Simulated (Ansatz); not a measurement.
## Sn: optical spectrum with PBEsol

Sn:

```
Sn
1.0
     0.00000    3.23334    3.23334
     3.23334    0.00000    3.23334
     3.23334    3.23334    0.00000
Sn
2
Direct
  0.75000 0.75000 0.75000
  0.50000 0.50000 0.50000
```

This isn't the form of Sn at room conditions, which is tetragonal (white tin).

```json
{
 "Program": "Ansatz 0.2.0",
 "Task": "optical spectrum",
 "Functional": "PBEsol",
 "Potentials or basis": "PseudoDojo standard",
 "Cutoff": "980 eV",
 "Density cutoff": "3918 eV",
 "k mesh": "7 × 7 × 7",
 "Occupations": "methfessel-paxton, width 0.15 eV",
 "Spin": "spin-orbit coupling, no magnetisation",
 "Driver": "chain",
 "Broadening": "0.05 eV"
}
```

- Band gap on the k mesh: none (metal or under the smearing width)

Levels at points of the mesh, in eV from the Fermi level:
```
           k point  band 26  band 27  band 28  band 29  band 30  band 31
(0.00, 0.00, 0.00)    -0.36     0.33     0.33     0.33     0.33     1.85
```

Dielectric function (mean over the directions given):
```csv
energy (eV),real part,imaginary part
0.30,12.35,0.14
0.70,30.87,10.07
1.20,19.58,21.84
1.70,9.94,17.37
2.10,11.29,15.00
2.60,11.99,19.41
3.10,9.20,31.38
3.60,-9.57,14.66
4.00,-7.32,11.68
4.50,-7.87,7.81
5.00,-6.78,5.45
5.40,-5.73,3.90
5.90,-4.49,2.70
6.40,-3.36,2.06
6.90,-3.10,2.08
7.30,-2.79,1.61
7.80,-2.36,1.14
8.30,-1.84,0.85
8.80,-1.73,0.78
9.20,-1.39,0.56
9.70,-1.10,0.46
10.20,-0.91,0.41
10.60,-0.77,0.34
11.10,-0.59,0.22
11.60,-0.40,0.17
12.10,-0.27,0.22
12.50,-0.20,0.14
13.00,-0.10,0.12
13.50,-0.04,0.08
14.00,0.08,0.07
```

Wall time 4.1 min on 2 threads of Arm Neoverse V2, on a shared host, peak memory 1.5 GiB.

Caveat: spectra need much finer meshes, so this one isn't converged; independent-particle spectra lack excitons; the intraband (Drude) part of a metal's response may be missing.
